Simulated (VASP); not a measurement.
A run of VASP 6.6.1:

INCAR

```
SYSTEM = Hf
PREC = Accurate
ENCUT = 520
EDIFF = 1E-6
ISMEAR = 0
SIGMA = 0.1
LREAL = .FALSE.
LASPH = .TRUE.
NELM = 100
ALGO = Normal
ISIF = 2
LWAVE = .FALSE.
LCHARG = .FALSE.
GGA = PE
NBANDS = 22
```

Contents of KPOINTS:

```
regular mesh
0
G
  6 6 9
  0 0 0
```

Contents of POSCAR:

```
Hf
1.0
    4.9623295440      0.0000000000      0.0000000000
   -2.4811647720      4.2975034470      0.0000000000
    0.0000000000      0.0000000000      3.0862322500
Hf
3
Direct
    0.0000000000      0.0000000000      0.0000000000
    0.3333333333      0.6666666667      0.5000000000
    0.6666666667      0.3333333333      0.5000000000
```

Potentials or basis: VASP PAW PBE potentials, release 54 (Hf_pv).

Launch:

```bash
$ cat potpaw_PBE.54/Hf_pv/POTCAR > POTCAR
$ mpirun -np 1 vasp_std > vasp.out
```

Hardware: 1 thread of Intel(R) Xeon(R) 6975P-C (Granite Rapids), with other jobs on the host.

Task: Estimate the wall time of this run.

Result: Run time: 20 s on 1 thread of Intel(R) Xeon(R) 6975P-C (Granite Rapids) (shared host), peak memory 0.2 GiB. Counts: scf iterations 12, k points 35.
